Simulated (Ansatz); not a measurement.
# Dielectric response of LiF (001) films, part 2 of 4

Aim: the electronic and static ε of rocksalt LiF (001) from films of several thicknesses in a field.

Ansatz 0.2.0; plane-wave DFT, r2SCAN, Ansatz PAW.

So far. Step 2 (Relaxing the film, 6 atoms, units 3): The gap is 7.68 eV, with the valence edge 8.07 eV and the conduction edge 0.38 eV under the upper vacuum level. Step 3 (Single point on the relaxed film, 6 atoms, units 3): The gap is 7.68 eV, with the valence edge 8.07 eV and the conduction edge 0.38 eV under the upper vacuum level.

**4. Atoms held, 6 atoms, units 3, field 0.05 V/Å**

A sawtooth potential applies the field, turning back in the middle of the vacuum. With the dipole correction the typed value is the field outside the slab. The induced dipole is small, so the SCF threshold is tight.

input.yaml

```yaml
crystal:
  lattice:
    - [2.84964033, 0.0, 0.0]
    - [0.0, 2.84964033, 0.0]
    - [0.0, 0.0, 22.03]
  atoms:
    - { symbol: Li, position: [0.5, 0.5, 0.4119179558] }
    - { symbol: F, position: [0.0, 0.0, 0.4092691628] }
    - { symbol: Li, position: [0.0, 0.0, 0.5000000012] }
    - { symbol: F, position: [0.5, 0.5, 0.4999999989] }
    - { symbol: Li, position: [0.5, 0.5, 0.5880820451] }
    - { symbol: F, position: [0.0, 0.0, 0.5907308362] }
kpoints:
  mp_grid: { grid: [10, 10, 1] }
hamiltonian:
  xc: r2scan
scf:
  occupations: { method: fixed }
  convergence: { dr2_threshold: 1.0e-10 }
efield:
  axis: 3
  dipole_correction: true
  ramp_position: 0.97
  ramp_width: 0.06
  amplitude: 0.05
output:
  write_potential: true
  write_density: true
  volumetric_format: npy
```

Command:

```
$ ansatz run input.yaml --threads 4 --pin off --max-ram 12288MiB --backend cpu --events-out ev --progress --plain --runs-dir out
```

Numbers of over 12 decimals in the logs are rounded to 6 here.

Log:

```text
[...]
Crystal: 6 atoms, lattice volume = 178.894 Å³
Basis set: ecut = 500 eV, 4561 PW (Γ), exchange–correlation on 96×96×648 points (64 copies of the dense FFT grid, shifted against one another)
Bands: 21, of which v1, the nominal top of the filled ones, is band 15 counted from 1 (14 counted from 0)
Symmetry: 8 space group operations
k-points: 21 of 100
[...]
SCF iter   1: F=—  HF=-3054.397678 eV  |F-HF|=—  |Δ(HF+E_count)|=         —  Δρ=4.82e-3  dr2=3.96e-2  dr2_τ=9.93e-2  ethr=1.77e-3  p=0.000 e·Å  D=4.80e-8 V/Å  ΔV_dip=-0.00 eV  dr2_dipole=8.39e-5  V_vac-E_F(+/−)=8.87/7.86 eV  ⟨swp⟩=4.9  Hψ=1891  notcnv=0  defer=75
[...]
SCF iter   8: F=-3054.532153 eV  HF=-3054.532153 eV  |F-HF|=1.37e-10  |Δ(HF+E_count)|=   2.83e-8  Δρ=4.64e-7  dr2=9.73e-11  dr2_τ=3.12e-11  ethr=1.00e-12  p=0.007 e·Å  D=7.46e-3 V/Å  ΔV_dip=-0.16 eV  dr2_dipole=2.45e-13  V_vac-E_F(+/−)=8.43/7.59 eV  ⟨swp⟩=10.5  Hψ=2580  notcnv=0
SCF 1 converged in 8 iterations: F = -3054.532153 eV  dr2 = 9.73e-11
[...]
SCF converged after 8 iterations
[...]
Free energy (F): -3054.532153 eV
[...]
Internal energy: -3054.532153 eV  (E = F + TS)
E sigma→0 (E₀):  -3054.532153 eV
Fermi energy:    -5.689752 eV
Dipole field:    D = 0.007463 V/Å  (p = 0.007378 e·Å, saw-weighted, corrected)
Work function:   not extracted (applied field tilts the vacuum); planar V_es + V_field profile in the machine report
[...]
--- Band table (eV; the first three rows and the last of 21) ---
  k-point 0: bands = [... 11 lower, -6.0174, -6.0174, -5.7925, -5.7925, 1.8145, 2.1376, 2.5735, 3.4400, ... 2 higher]
  k-point 1: bands = [... 11 lower, -5.9928, -5.9591, -5.9054, -5.7819, 1.9956, 2.3156, 2.7590, 3.6189, ... 2 higher]
  k-point 2: bands = [... 11 lower, -6.2171, -5.9286, -5.9265, -5.7559, 2.5288, 2.8404, 3.3098, 4.1511, ... 2 higher]
  k-point 20: bands = [... 11 lower, -6.9845, -6.9538, -6.2208, -6.0737, 9.5035, 9.7067, 10.1622, 10.1622, ... 2 higher]
```

The job ended after 6.5 s (4 threads of Arm Neoverse V1, shared host; peak memory 0.73 GiB).

Numbers from this step:

| Quantity | Value |
| --- | --- |
| gap on the k-mesh | 7.504 eV |
| dipole along the normal | 0.007378 e·Å |

The dipole is 0.00738 e·Å, and the gap on the mesh 7.504 eV.

**5. Atoms held, 6 atoms, units 3, field -0.05 V/Å**

Edit input.yaml of step 4 so:

```diff
@@ -24,3 +24,3 @@
   ramp_width: 0.06
-  amplitude: 0.05
+  amplitude: -0.05
 output:
```

Log:

```text
[...]
Crystal: 6 atoms, lattice volume = 178.894 Å³
Basis set: ecut = 500 eV, 4561 PW (Γ), exchange–correlation on 96×96×648 points (64 copies of the dense FFT grid, shifted against one another)
Bands: 21, of which v1, the nominal top of the filled ones, is band 15 counted from 1 (14 counted from 0)
Symmetry: 8 space group operations
k-points: 21 of 100
[...]
k-point 0: bands = [... 11 lower, -6.0174, -6.0174, -5.7925, -5.7925, 1.8145, 2.1376, 2.5735, 3.4400, ... 2 higher]
  k-point 1: bands = [... 11 lower, -5.9928, -5.9591, -5.9054, -5.7819, 1.9956, 2.3156, 2.7590, 3.6189, ... 2 higher]
  k-point 2: bands = [... 11 lower, -6.2171, -5.9286, -5.9265, -5.7559, 2.5288, 2.8404, 3.3098, 4.1510, ... 2 higher]
  k-point 20: bands = [... 11 lower, -6.9845, -6.9538, -6.2208, -6.0737, 9.5035, 9.7067, 10.1622, 10.1622, ... 2 higher]
[key lines of the parts left out:]
SCF converged after 8 iterations
Free energy (F): -3054.532153 eV
Fermi energy:    -5.689750 eV
Dipole field:    D = -0.007463 V/Å  (p = -0.007378 e·Å, saw-weighted, corrected)
```

Elapsed: 6.4 s, on 4 threads; peak memory 0.73 GiB.

The dipole is -0.00738 e·Å, and the gap on the mesh 7.504 eV.

**6. Response with the atoms held, 6 atoms, units 3**

This step: plane-wave DFT, r2SCAN, Ansatz PAW; response to a field along the normal, atoms held (Ansatz 0.2.0).

The two fields give this film's response with the atoms held: the electronic part.

This step gave:

```
equivalent conductor thickness p/(ε₀AE) : 3.288 Å
distance between the outer atoms        : 3.998 Å
thickness                               : 6.045 Å
```

Local field over the applied field, running mean. From the potentials at -0.05 and 0.05 V/Å; running mean over 2.015 Å, taken twice. Local field over applied field against z:

```csv
z (Å),local field over applied field
4.5,1.000
5.0,0.999
5.5,0.996
6.0,0.987
6.5,0.962
7.0,0.905
7.5,0.815
8.0,0.704
8.5,0.600
9.0,0.528
9.5,0.494
10.0,0.491
10.5,0.496
11.0,0.499
11.5,0.497
12.0,0.491
12.5,0.493
13.0,0.525
13.5,0.595
14.0,0.697
14.5,0.809
15.0,0.901
15.5,0.960
16.0,0.986
16.5,0.996
17.0,0.999
17.5,1.000
```

Electrons, planar mean, per unit field. The induced electron density by z:

```csv
z (Å),induced electron density (e/Å³ per V/Å)
4.5,4.5e-7
5.0,1.9e-6
5.5,7.6e-6
6.0,2.9e-5
6.5,1.1e-4
7.0,3.7e-4
7.5,0.00112
8.0,0.00263
8.5,0.00278
9.0,2.0e-4
9.5,-0.00246
10.0,-3.6e-4
10.5,0.00217
11.0,1.2e-5
11.5,-0.00209
12.0,1.3e-4
12.5,0.00255
13.0,-2.4e-4
13.5,-0.00260
14.0,-0.00272
14.5,-0.00119
15.0,-4.0e-4
15.5,-1.2e-4
16.0,-3.2e-5
16.5,-8.2e-6
17.0,-2.0e-6
17.5,-5.1e-7
```

By hand: between -0.05 and 0.05 V/Å the dipole changes by 0.01476 e·Å, a slope of 0.1476 e·Å²/V. A perfect conductor of thickness t has p = ε₀AEt, so t = 180.95 × 0.1476 / 8.120 = 3.29 Å (e/ε₀ = 180.95 V·Å, A in Å²).

The induced dipole is that of a conductor 3.29 Å thick.

**7. Relaxing in the field, 6 atoms, field 0.05 V/Å**

This step: plane-wave DFT, r2SCAN, Ansatz PAW (Ansatz 0.2.0).

Now the atoms may follow the field. A weak field makes forces of meV/Å to tens of meV/Å, so the force tolerance is set well below the usual one.

Edit input.yaml of step 5 so:

```diff
@@ -24,3 +24,6 @@
   ramp_width: 0.06
-  amplitude: -0.05
+  amplitude: 0.05
+relax:
+  f_tol: 0.0006
+  max_steps: 70
 output:
```

Log:

```text
[...]
Crystal: 6 atoms, lattice volume = 178.894 Å³
Basis set: ecut = 500 eV, 4561 PW (Γ), exchange–correlation on 96×96×648 points (64 copies of the dense FFT grid, shifted against one another)
Bands: 21, of which v1, the nominal top of the filled ones, is band 15 counted from 1 (14 counted from 0)
Symmetry: 8 space group operations
k-points: 21 of 100
[...]
SCF iter   1: F=—  HF=-3054.397678 eV  |F-HF|=—  |Δ(HF+E_count)|=         —  Δρ=4.82e-3  dr2=3.96e-2  dr2_τ=9.93e-2  ethr=1.77e-3  p=0.000 e·Å  D=4.80e-8 V/Å  ΔV_dip=-0.00 eV  dr2_dipole=8.39e-5  V_vac-E_F(+/−)=8.87/7.86 eV  ⟨swp⟩=4.9  Hψ=1891  notcnv=0  defer=75
[...]
SCF iter   8: F=-3054.532153 eV  HF=-3054.532153 eV  |F-HF|=1.33e-10  |Δ(HF+E_count)|=   2.83e-8  Δρ=4.62e-7  dr2=9.70e-11  dr2_τ=3.10e-11  ethr=1.00e-12  p=0.007 e·Å  D=7.46e-3 V/Å  ΔV_dip=-0.16 eV  dr2_dipole=2.52e-13  V_vac-E_F(+/−)=8.43/7.59 eV  ⟨swp⟩=5.0  Hψ=2251  notcnv=0
SCF 1 converged in 8 iterations: F = -3054.532153 eV  dr2 = 9.70e-11
[...]
relax step   1: F+E_penalty+E_count = -3054.53215313 eV  Δ(F+E_penalty+E_count) = +0.000e0 eV  max|allowed force component| = 2.632e-2 eV/Å  Δτ_max = 0.0000 Å  (8 SCF iters, accepted)
[...]
SCF iter   6: F=-3054.532259 eV  HF=-3054.532259 eV  |F-HF|=2.95e-10  |Δ(HF+E_count)|=   1.11e-8  Δρ=2.41e-7  dr2=7.44e-11  dr2_τ=1.29e-11  ethr=1.00e-12  p=0.011 e·Å  D=1.07e-2 V/Å  ΔV_dip=-0.24 eV  dr2_dipole=1.79e-12  V_vac-E_F(+/−)=8.41/7.64 eV  ⟨swp⟩=5.3  Hψ=2245  notcnv=0
SCF 2 converged in 6 iterations: F = -3054.532259 eV  dr2 = 7.44e-11
relax step   2: F+E_penalty+E_count = -3054.53225907 eV  Δ(F+E_penalty+E_count) = -1.059e-4 eV  max|allowed force component| = 2.173e-2 eV/Å  Δτ_max = 0.0017 Å  (6 SCF iters, accepted)
SCF iter   1: F=—  HF=-3054.532219 eV  |F-HF|=—  |Δ(HF+E_count)|=         —  Δρ=5.66e-5  dr2=3.41e-5  dr2_τ=1.47e-4  ethr=5.48e-7  p=0.011 e·Å  D=1.07e-2 V/Å  ΔV_dip=-0.24 eV  dr2_dipole=1.09e-5  V_vac-E_F(+/−)=8.41/7.65 eV  ⟨swp⟩=2.1  Hψ=1039  notcnv=0  defer=84
[...]
SCF iter   6: F=-3054.532295 eV  HF=-3054.532295 eV  |F-HF|=5.37e-11  |Δ(HF+E_count)|=   3.41e-9  Δρ=1.46e-7  dr2=1.72e-11  dr2_τ=6.83e-12  ethr=1.00e-12  p=0.013 e·Å  D=1.31e-2 V/Å  ΔV_dip=-0.29 eV  dr2_dipole=1.02e-12  V_vac-E_F(+/−)=8.40/7.69 eV  ⟨swp⟩=6.4  Hψ=1926  notcnv=0
SCF 3 converged in 6 iterations: F = -3054.532295 eV  dr2 = 1.72e-11
relax step   3: F+E_penalty+E_count = -3054.53229538 eV  Δ(F+E_penalty+E_count) = -3.631e-5 eV  max|allowed force component| = 2.720e-3 eV/Å  Δτ_max = 0.0013 Å  (6 SCF iters, accepted)
[...]
relax step   4: F+E_penalty+E_count = -3054.53229595 eV  Δ(F+E_penalty+E_count) = -5.620e-7 eV  max|allowed force component| = 6.513e-4 eV/Å  Δτ_max = 0.0003 Å  (5 SCF iters, accepted)
SCF iter   1: F=—  HF=-3054.532296 eV  |F-HF|=—  |Δ(HF+E_count)|=         —  Δρ=4.43e-6  dr2=6.19e-8  dr2_τ=4.12e-7  ethr=1.59e-9  p=0.013 e·Å  D=1.32e-2 V/Å  ΔV_dip=-0.29 eV  dr2_dipole=4.21e-10  V_vac-E_F(+/−)=8.40/7.69 eV  ⟨swp⟩=2.1  Hψ=1043  notcnv=0  defer=42
[...]
SCF iter   4: F=-3054.532296 eV  HF=-3054.532296 eV  |F-HF|=6.82e-12  |Δ(HF+E_count)|=  8.22e-10  Δρ=2.63e-7  dr2=5.29e-11  dr2_τ=9.14e-12  ethr=1.00e-12  p=0.013 e·Å  D=1.33e-2 V/Å  ΔV_dip=-0.29 eV  dr2_dipole=2.76e-12  V_vac-E_F(+/−)=8.40/7.69 eV  ⟨swp⟩=6.0  Hψ=1898  notcnv=0
SCF 5 converged in 4 iterations: F = -3054.532296 eV  dr2 = 5.29e-11
relax step   5: F+E_penalty+E_count = -3054.53229604 eV  Δ(F+E_penalty+E_count) = -9.318e-8 eV  max|allowed force component| = 1.571e-4 eV/Å  Δτ_max = 0.0001 Å  (4 SCF iters, accepted)
NSCF: frozen V_eff on 21 k-points
[...]
SCF iter   3: F=-3054.532296 eV  HF=-3054.532296 eV  |F-HF|=2.32e-11  |Δ(HF+E_count)|=  6.91e-11  Δρ=4.57e-8  dr2=1.75e-12  dr2_τ=3.72e-13  ethr=1.00e-12  p=0.013 e·Å  D=1.33e-2 V/Å  ΔV_dip=-0.29 eV  dr2_dipole=5.23e-14  V_vac-E_F(+/−)=8.40/7.69 eV  ⟨swp⟩=5.0  Hψ=2175  notcnv=0
SCF 6 converged in 3 iterations: F = -3054.532296 eV  dr2 = 1.75e-12
[...]
SCF converged after 3 iterations
[...]
an eigenvalue changed by more than its tolerance at an iteration that met the thresholds in force, so the SCF went on 1 time: the last check found none over its tolerance
Free energy (F): -3054.532296 eV
[...]
Internal energy: -3054.532296 eV  (E = F + TS)
E sigma→0 (E₀):  -3054.532296 eV
Fermi energy:    -5.730912 eV
Dipole field:    D = 0.013255 V/Å  (p = 0.013105 e·Å, saw-weighted, corrected)
Work function:   not extracted (applied field tilts the vacuum); planar V_es + V_field profile in the machine report
[...]
--- Forces (eV/Å), atoms counted from 1 ---
  atom   1  Li     0.00000000     0.00000000    -0.00008693
  atom   2  F      0.00000000     0.00000000    -0.00001333
  atom   3  Li    -0.00000000     0.00000000    -0.00001962
  atom   4  F     -0.00000000     0.00000000     0.00015216
  atom   5  Li     0.00000000     0.00000000    -0.00008494
  atom   6  F     -0.00000000     0.00000000    -0.00001179
  max |Σ_I F_I| component: 6.44e-5 eV/Å
--- Band table (eV; the first three rows and the last of 21) ---
  k-point 0: bands = [... 11 lower, -6.0095, -6.0095, -5.8012, -5.8012, 1.8748, 2.0779, 2.6023, 3.4211, ... 2 higher]
  k-point 1: bands = [... 11 lower, -5.9842, -5.9525, -5.9182, -5.7913, 2.0566, 2.2553, 2.7880, 3.5999, ... 2 higher]
  k-point 2: bands = [... 11 lower, -6.2208, -5.9292, -5.9171, -5.7682, 2.5911, 2.7789, 3.3392, 4.1317, ... 2 higher]
  k-point 20: bands = [... 11 lower, -6.9873, -6.9538, -6.2014, -6.0929, 9.5562, 9.6544, 10.1699, 10.1699, ... 2 higher]
--- Relaxed structure (5 steps of the walk, 5 accepted, 0 SCFs on fresh bases) ---
  F+E_penalty+E_count = -3054.53229604 eV   max|allowed force component| = 1.571e-4 eV/Å
  atoms:
    - { symbol: Li, position: [0.5, 0.5, 0.412005] }
    - { symbol: F, position: [0, 0.0, 0.409164] }
    - { symbol: Li, position: [0, 0.0, 0.500075] }
    - { symbol: F, position: [0.5, 0.5, 0.499950] }
    - { symbol: Li, position: [0.5, 0.5, 0.588174] }
    - { symbol: F, position: [0, 0.0, 0.590632] }
```

Elapsed: 23 s, on 4 threads; peak memory 0.79 GiB.

Hardly anything moved in the relaxation; the energy changed by under 0.2 meV an atom.

This step gave:

* gap on the k-mesh: 7.606 eV
* dipole along the normal: 0.01310 e·Å

The relaxation took 5 steps and lowered the energy by 1.4e-4 eV; the largest force on the free atoms ends at 1.6e-4 eV/Å.

The dipole is 0.0131 e·Å, and the gap on the mesh 7.606 eV.

**8. Field on, atoms free, 6 atoms, field -0.05 V/Å**

The opposite sign, again from the field-free geometry; the difference of the two cancels what relaxes without a field.

Edit input.yaml of step 7 so:

```diff
@@ -24,3 +24,3 @@
   ramp_width: 0.06
-  amplitude: 0.05
+  amplitude: -0.05
 relax:
```

Log:

```text
[...]
Crystal: 6 atoms, lattice volume = 178.894 Å³
Basis set: ecut = 500 eV, 4561 PW (Γ), exchange–correlation on 96×96×648 points (64 copies of the dense FFT grid, shifted against one another)
Bands: 21, of which v1, the nominal top of the filled ones, is band 15 counted from 1 (14 counted from 0)
Symmetry: 8 space group operations
k-points: 21 of 100
[...]
--- Relaxed structure (5 steps of the walk, 5 accepted, 0 SCFs on fresh bases) ---
  F+E_penalty+E_count = -3054.53229604 eV   max|allowed force component| = 1.568e-4 eV/Å
  atoms:
    - { symbol: Li, position: [0.5, 0.5, 0.411826] }
    - { symbol: F, position: [0, 0.0, 0.409368] }
    - { symbol: Li, position: [0, 0.0, 0.499925] }
    - { symbol: F, position: [0.5, 0.5, 0.500050] }
    - { symbol: Li, position: [0.5, 0.5, 0.587995] }
    - { symbol: F, position: [0, 0.0, 0.590836] }
[key lines of the parts left out:]
SCF converged after 3 iterations
Free energy (F): -3054.532296 eV
Fermi energy:    -5.730911 eV
Dipole field:    D = -0.013255 V/Å  (p = -0.013104 e·Å, saw-weighted, corrected)
```

It took 23 s on 4 threads; peak memory 0.78 GiB.

Hardly anything moved in the relaxation; the energy changed by under 0.2 meV an atom.

The relaxation took 5 steps and lowered the energy by 1.4e-4 eV; the largest force on the free atoms ends at 1.6e-4 eV/Å.

The dipole is -0.0131 e·Å, and the gap on the mesh 7.606 eV.

**9. Response with the atoms relaxed, 6 atoms, units 3**

This step: plane-wave DFT, r2SCAN, Ansatz PAW; response to a field along the normal, atoms relaxed (Ansatz 0.2.0).

The two relaxed runs give the static response.

Numbers from this step:

```
equivalent conductor thickness p/(ε₀AE) : 5.840 Å
```

Local field over the applied field, running mean. From the potentials at -0.05 and 0.05 V/Å; running mean over 2.015 Å, taken twice. Table of local field over applied field by z:

```csv
z (Å),local field over applied field
4.08,1.000
4.49,1.000
4.90,0.999
5.17,0.999
5.58,0.996
5.98,0.986
6.39,0.949
6.66,0.890
7.07,0.794
7.48,0.683
7.89,0.529
8.16,0.413
8.57,0.298
8.98,0.216
9.38,0.124
9.66,0.0770
10.06,0.0845
10.47,0.0871
10.88,0.0549
11.15,0.0549
11.56,0.0871
11.97,0.0845
12.37,0.0770
12.65,0.124
13.05,0.216
13.46,0.298
13.87,0.413
14.14,0.529
14.55,0.683
14.96,0.794
15.37,0.890
15.64,0.949
16.05,0.986
16.45,0.996
16.86,0.999
17.13,0.999
17.54,1.000
17.95,1.000
```

The induced dipole is that of a conductor 5.84 Å thick.

**10. Relaxation, 10 atoms, units 5**

This step: plane-wave DFT, r2SCAN, Ansatz PAW (Ansatz 0.2.0).

System of this step: LiF (001), 5 units. The cell holds 10 atoms: 5 Li and 5 F. Its edges and angles: a = 2.850 Å, b = 2.850 Å, c = 26.060 Å, α = 90.0°, β = 90.0°, γ = 90.0°. It derives from LiF (rocksalt LiF). Vacuum lies along c.

The next thickness, treated alike, so that differences show the interior and the faces cancel.

input.yaml

```yaml
crystal:
  lattice:
    - [2.84964033, 0.0, 0.0]
    - [0.0, 2.84964033, 0.0]
    - [0.0, 0.0, 26.06]
  atoms:
    - { symbol: Li, position: [0.5, 0.5, 0.3453568688] }
    - { symbol: F, position: [0.0, 0.0, 0.3453568688] }
    - { symbol: Li, position: [0.0, 0.0, 0.4226784344] }
    - { symbol: F, position: [0.5, 0.5, 0.4226784344] }
    - { symbol: Li, position: [0.5, 0.5, 0.5] }
    - { symbol: F, position: [0.0, 0.0, 0.5] }
    - { symbol: Li, position: [0.0, 0.0, 0.5773215656] }
    - { symbol: F, position: [0.5, 0.5, 0.5773215656] }
    - { symbol: Li, position: [0.5, 0.5, 0.6546431312] }
    - { symbol: F, position: [0.0, 0.0, 0.6546431312] }
kpoints:
  mp_grid: { grid: [10, 10, 1] }
hamiltonian:
  xc: r2scan
scf:
  occupations: { method: fixed }
  convergence: { dr2_threshold: 1.0e-09 }
efield:
  axis: 3
  dipole_correction: true
  ramp_position: 0.97
  ramp_width: 0.06
relax:
  f_tol: 0.003
  max_steps: 100
output:
  write_potential: true
  write_density: true
  volumetric_format: npy
```

Log:

```text
[...]
Crystal: 10 atoms, lattice volume = 211.619 Å³
Basis set: ecut = 500 eV, 5399 PW (Γ), exchange–correlation on 96×96×768 points (64 copies of the dense FFT grid, shifted against one another)
Bands: 35, of which v1, the nominal top of the filled ones, is band 25 counted from 1 (24 counted from 0)
Symmetry: 8 space group operations
k-points: 21 of 100
[...]
- { symbol: F, position: [0, 0.0, 0.347225] }
    - { symbol: Li, position: [0, 0.0, 0.423631] }
    - { symbol: F, position: [0.5, 0.5, 0.424082] }
    - { symbol: Li, position: [0.5, 0.5, 0.500000] }
    - { symbol: F, position: [0, 0.0, 0.500000] }
    - { symbol: Li, position: [0, 0.0, 0.576369] }
    - { symbol: F, position: [0.5, 0.5, 0.575918] }
    - { symbol: Li, position: [0.5, 0.5, 0.650438] }
    - { symbol: F, position: [0, 0.0, 0.652775] }
[key lines of the parts left out:]
SCF converged after 2 iterations
Free energy (F): -5091.193606 eV
Fermi energy:    -4.792436 eV
Dipole field:    D = 0.000000 V/Å  (p = 0.000000 e·Å, saw-weighted, corrected)
Work function:   Φ+ = 8.0873 eV   Φ− = 8.0873 eV
```

The job ended after 43 s (4 threads; peak memory 0.96 GiB; 2.8 min of CPU time).

The steps of the relaxation:

```csv
step,energy less that of the first step (eV),largest force component (eV/Å)
1,0.0000,0.3519
2,-0.0193,0.1305
3,-0.0267,0.0438
4,-0.0280,0.0040
5,-0.0280,0.0012
```

Forces are held to the 8 operations that the run works with; a distortion that breaks them can't arise in this run.

The atoms that moved most (Å):

```csv
atom,dx,dy,dz,length
Li9,0.000,0.000,-0.110,0.110
Li1,0.000,0.000,0.110,0.110
F10,0.000,0.000,-0.049,0.049
F2,0.000,0.000,0.049,0.049
F4,0.000,0.000,0.037,0.037
F8,0.000,0.000,-0.037,0.037
Li3,0.000,0.000,0.025,0.025
Li7,0.000,0.000,-0.025,0.025
```

The relaxation took 5 steps and lowered the energy by 0.028 eV; the largest force on the free atoms ends at 0.0012 eV/Å.

The gap is 7.72 eV, with the valence edge 8.09 eV and the conduction edge 0.37 eV under the upper vacuum level.

(Continued in part 3 of 4.)

[Logs are printed without paths, hosts, clocks, repeated set-up lines and the standing remarks that a program may print on its own settings, such as how far it seeks lower states.]

[Hosts, paths, dates, database ids (printed as entryN), source tags and the programs' standing remarks are cut or masked in the printed files.]

[Maps of the electrostatic potential energy from Ansatz leave out the sawtooth potential of an applied field or a dipole correction, so their vacuum need not be flat; planar profiles and work functions include it.]
